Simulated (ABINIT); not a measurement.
Planning a run of ABINIT 10.8.3 on CdSe (Cadmoselite). The input:

```
acell 3*1.0 Angstrom
rprim 
  4.300000000016 -0.000000000004 0.000000000000
  -2.150000000005 3.723909236288 0.000000000000
  0.000000000000 0.000000000000 7.020000000000
ntypat 2
znucl 48 34
natom 4
typat 1 1 2 2
xred 
  0.333333333333 0.666666666667 0.000000000000
  0.666666666667 0.333333333333 0.500000000000
  0.333333333333 0.666666666667 0.385000000000
  0.666666666667 0.333333333333 0.885000000000
pp_dirpath "pseudos"
pseudos "Cd.upf, Se.upf"
ecut 47
ngkpt 3 3 2
nshiftk 1
shiftk 0 0 0
kptopt 1
chksymbreak 0
istwfk *1
occopt 1
irdwfk 1
optdriver 3
nband 66
ecuteps 4.5
inclvkb 2
awtr 1
symchi 1
indata_prefix "in"
outdata_prefix "out"
tmpdata_prefix "tmp"
```

The database entry behind the starting cell differs from later determinations by our own check (inner coordinate of an old entry), so it need not match the best structure at ambient conditions.

```sh
OMP_NUM_THREADS=1 mpirun -n 4 abinit run.abi > log
```

**Question.** How long will it take on 4 MPI ranks of Arm Neoverse V1, shared host, and how much memory?

It took 31 s; on shared hardware allow 16 s to 62 s. Peak host memory was 1.6 GiB.

[Paths, hosts, dates, memory and timing lines, banners, echoed tables and standing remarks are left out of the program output.]

[Logs are printed without paths, hosts, clocks, repeated set-up lines and the standing remarks that a program may print on its own settings, such as how far it seeks lower states.]

[Runs of the session that timed out or met a known fault of the program may be left out.]

[Hosts, paths, dates, database ids (printed as entryN), source tags and the programs' standing remarks are cut or masked in the printed files.]

[G0W0 gaps are taken among the corrected bands and points alone; a level outside them can change the order at an edge.]

[Where Ansatz stands beside ABINIT at settings called matched, ABINIT's density can come from a denser mesh and the files from another edition; pairs whose starting gaps differed by over 0.03 eV were left out, so agreement reads better than it is.]
